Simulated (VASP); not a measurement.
# MgO: an input that fails (parallel tempering)

MgO, Fm-3m (no. 225), 8 atoms in the cell.

01/INCAR:
```
GGA = PE
PREC = Normal
ENCUT = 400
EDIFF = 1e-05
NELMIN = 4
NELM = 60
ALGO = Normal
LREAL = Auto
LASPH = .TRUE.
ISMEAR = 0
SIGMA = 0.05
ISYM = 0
LWAVE = .FALSE.
LCHARG = .FALSE.
IBRION = 0
NSW = 200
POTIM = 1.0
ISIF = 2
RANDOM_SEED = 983354 0 0
MDALGO = 1
ANDERSEN_PROB = 0.1
IMAGES = 3
LTEMPER = .TRUE.
NTEMPER = 5
TEBEG = 300
TEEND = 300
```

02/INCAR:
```
GGA = PE
PREC = Normal
ENCUT = 400
EDIFF = 1e-05
NELMIN = 4
NELM = 60
ALGO = Normal
LREAL = Auto
LASPH = .TRUE.
ISMEAR = 0
SIGMA = 0.05
ISYM = 0
LWAVE = .FALSE.
LCHARG = .FALSE.
IBRION = 0
NSW = 200
POTIM = 1.0
ISIF = 2
RANDOM_SEED = 983355 0 0
MDALGO = 1
ANDERSEN_PROB = 0.1
IMAGES = 3
LTEMPER = .TRUE.
NTEMPER = 5
TEBEG = 600
TEEND = 600
```

03/INCAR:
```
GGA = PE
PREC = Normal
ENCUT = 400
EDIFF = 1e-05
NELMIN = 4
NELM = 60
ALGO = Normal
LREAL = Auto
LASPH = .TRUE.
ISMEAR = 0
SIGMA = 0.05
ISYM = 0
LWAVE = .FALSE.
LCHARG = .FALSE.
IBRION = 0
NSW = 200
POTIM = 1.0
ISIF = 2
RANDOM_SEED = 983356 0 0
MDALGO = 1
ANDERSEN_PROB = 0.1
IMAGES = 3
LTEMPER = .TRUE.
NTEMPER = 5
TEBEG = 900
TEEND = 900
```

INCAR:
```
GGA = PE ; PREC = Normal
ENCUT = 400 ; EDIFF = 1E-5
NELMIN = 4 ; NELM = 60
ALGO = Normal ; LREAL = Auto
LASPH = T ; ISMEAR = 0
SIGMA = 0.05 ; ISYM = 0
LWAVE = F ; LCHARG = F
IBRION = 0 ; NSW = 200
POTIM = 1.0 ; ISIF = 2
RANDOM_SEED = 983354 0 0 ; MDALGO = 1
ANDERSEN_PROB = 0.1 ; IMAGES = 3
LTEMPER = T ; NTEMPER = 5
TEBEG = 300 ; TEEND = 300
```

KPOINTS:
```
k-points
0
Monkhorst-Pack
  2 2 2
```

01/POSCAR:
```
MgO
1.0
    4.1940027854      0.0000000000      0.0000000000
    0.0000000000      4.1940027854      0.0000000000
    0.0000000000      0.0000000000      4.1940027854
Mg O
4 4
Direct
    0.0000000000      0.0000000000      0.0000000000
    0.0000000000      0.5000000000      0.5000000000
    0.5000000000      0.0000000000      0.5000000000
    0.5000000000      0.5000000000      0.0000000000
    0.5000000000      0.0000000000      0.0000000000
    0.5000000000      0.5000000000      0.5000000000
    0.0000000000      0.0000000000      0.5000000000
    0.0000000000      0.5000000000      0.0000000000
```

02/POSCAR:
```
MgO
1.0
    4.1940027854      0.0000000000      0.0000000000
    0.0000000000      4.1940027854      0.0000000000
    0.0000000000      0.0000000000      4.1940027854
Mg O
4 4
Direct
    0.0000000000      0.0000000000      0.0000000000
    0.0000000000      0.5000000000      0.5000000000
    0.5000000000      0.0000000000      0.5000000000
    0.5000000000      0.5000000000      0.0000000000
    0.5000000000      0.0000000000      0.0000000000
    0.5000000000      0.5000000000      0.5000000000
    0.0000000000      0.0000000000      0.5000000000
    0.0000000000      0.5000000000      0.0000000000
```

03/POSCAR:
```
MgO
1.0
    4.1940027854      0.0000000000      0.0000000000
    0.0000000000      4.1940027854      0.0000000000
    0.0000000000      0.0000000000      4.1940027854
Mg O
4 4
Direct
    0.0000000000      0.0000000000      0.0000000000
    0.0000000000      0.5000000000      0.5000000000
    0.5000000000      0.0000000000      0.5000000000
    0.5000000000      0.5000000000      0.0000000000
    0.5000000000      0.0000000000      0.0000000000
    0.5000000000      0.5000000000      0.5000000000
    0.0000000000      0.0000000000      0.5000000000
    0.0000000000      0.5000000000      0.0000000000
```

Commands:
```
cat potpaw_PBE.64/Mg/POTCAR potpaw_PBE.64/O/POTCAR > POTCAR
mpirun -np 4 vasp_std > vasp.out
```

VASP stops with:
```
M_divide: can not subdivide            4 nodes by           3
```

Cause: ranks not divisible by the images.
